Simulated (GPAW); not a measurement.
Runs of GPAW 26.7.0 on Ge. It takes space group Fd-3m (No. 227, cubic). Conventional cell: a = 5.658 Å, b = 5.658 Å, c = 5.658 Å, α = 90.00°, β = 90.00°, γ = 90.00°. Ge (site symmetry -43m) is surrounded by 4 Ge at 2.45 Å. 

| level | potentials or basis | gap on the mesh (eV) |
| --- | --- | --- |
| LDA | the program's PAW data sets (release 1.2.1) made for this functional, pw | none |
| RPBE | the program's PAW data sets (release 1.2.1) made for this functional, pw | 0.20 |
| AM05 | PAW data sets generated in the run's folder for this functional, pw | (a) |
| PBEsol | PAW data sets generated in the run's folder for this functional, pw | 0.04 |

Alike in all rows: task dielectric tensor; no spin polarisation; cell as given; k mesh 7 × 7 × 7; cutoff (eV) 450; smearing fermi-dirac 0.001 eV.

**Question.** Fill in the values left out.

**Answer.** (a) 0.08.

Caveats: the long-wavelength limit can be off by a per cent or two; the gap is small at this level, which inflates the dielectric constant (some runs); an odd mesh through Γ misses points on the zone boundary, where band edges often lie (some runs).

A k mesh can miss the band edges, and the runs leave out spin-orbit coupling on Ge.

A gap of «none» marks a metal or a gap under the smearing width.

Runs at the PBE level aren't shown here.
